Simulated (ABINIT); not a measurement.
The system is HfO2.

```
Hf O
1.0
     0.00000    2.55750    2.55750
     2.55750    0.00000    2.55750
     2.55750    2.55750    0.00000
Hf O
1 2
Cartesian
  0.0000 0.0000 0.0000
  3.8363 3.8363 3.8363
  1.2788 1.2788 1.2788
```

Measurements of this composition are mostly on another form, of space group No. 14.

Base run:

```yaml
Program: ABINIT 10.8.3 (patched build)
Functional: LDA
Potentials_or_basis: PseudoDojo NC SR LDA v0.4.1 standard
Cutoff: 952 eV
k_mesh: 7 × 7 × 7
Occupations: fermi-dirac, width 0.05 eV
Spin: no spin polarisation
```

Its results: band gap on the k mesh 3.74 eV, indirect (least direct gap 3.92 eV).

Q: The run is repeated on the same cell with these changes: functional from LDA to PBE; potentials or basis from PseudoDojo NC SR LDA v0.4.1 standard to PseudoDojo NC SR PBE v0.4.1 standard. What comes out?

A: Band gap on the k mesh 3.95 eV, indirect (least direct gap 4.11 eV).

Caveats: spin-orbit coupling is left out, which moves the levels of the heavy elements; an odd mesh through Γ misses points on the zone boundary, where band edges often lie.
